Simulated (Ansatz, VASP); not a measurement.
# Re in VASP and in Ansatz

```
Re
1.0
     0.00000    2.00502    2.00502
     2.00502    0.00000    2.00502
     2.00502    2.00502    0.00000
Re
1
Direct
  0.00000 0.00000 0.00000
```

Alike in both runs: functional PBE; k mesh 18 × 18 × 18; occupations fermi-dirac, width 0.05 eV; no spin polarisation.

Ansatz relaxed the structure, and its values are those at the end. VASP's run is a single point on that final structure, the one shown.

|  | VASP | Ansatz |
| --- | --- | --- |
| version | VASP 6.6.1 | Ansatz 0.2.0 |
| potentials or method | VASP PAW PBE potentials, release 64 (Re), cutoff 520 eV | all-electron LAPW, non-relativistic |

```csv
,VASP,Ansatz,Ansatz less VASP
pressure (GPa),-22.9,0.0,+22.93
```

One of these differences is far larger than is usual between the two programs; its cause wasn't traced. Ansatz ran all-electron here, so the differences hold the error of VASP's frozen core and of both bases.

Caveats: so large a pressure means that the cell lies far from this level's equilibrium, or that cutoff or potentials fall short (VASP). Spin-orbit coupling is left out, which matters for the levels of Re.
